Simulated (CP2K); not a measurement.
Runs of CP2K 2026.2 on TaN. The typed cell holds 6 atoms: a = 5.510 Å, b = 5.001 Å, c = 2.911 Å, α = 75.35°, β = 103.18°, γ = 120.39°. 

| task | level | points a segment of the path (NPOINTS) | bands added on the path | cutoff of the non-local correlation (Ry) | gap on the mesh (eV) | pressure (GPa) | largest force (eV/Å) |
| --- | --- | --- | --- | --- | --- | --- | --- |
| single point | AM05 | - | - | - | none | 24.1 | 3.81 |
| band structure | LDA | 8 | 6 | - | none | (b) | (a) |
| band structure | TPSS | 8 | 6 | - | none | 32.3 | 3.95 |
| single point | BLYP | - | - | - | none | 42.5 | - |
| single point | PBE | - | - | - | none | 31.8 | 3.83 |
| single point | optB88-vdW | - | - | 300 | none | 33.1 | 3.91 |
| band structure | PBEsol | 8 | 6 | - | none | 25.1 | 3.83 |

Alike in all rows: potentials or basis POTENTIAL_UZH Ta GTH-PBE-q13, N GTH-PBE-q5; DZVP-MOLOPT-PBE-GTH basis; no spin polarisation; cell as given; k mesh 6 × 6 × 9; smearing fermi-dirac 0.05 eV.

Q: Fill in the values left out.

A: (a) 3.84; (b) 22.0.

Caveats: the basis of atomic orbitals isn't converged, which shifts pressures, moduli and gaps; the potentials were made for another functional, which shifts forces and pressure (some runs); a pressure of tens of GPa on the cell as given is suspect, and the run, the potentials or the cell itself is likely at fault (some runs); spin-orbit coupling is left out, which moves the levels of the heavy elements (some runs); the forces don't sum to zero, a sign of grid noise (some runs); forces of over 1 eV/Å show positions far from the minimum, so gaps and moduli don't describe the material at rest (some runs).

A k mesh can miss the band edges, and the runs leave out spin-orbit coupling on Ta.

A gap of «none» marks a metal or a gap under the smearing width.
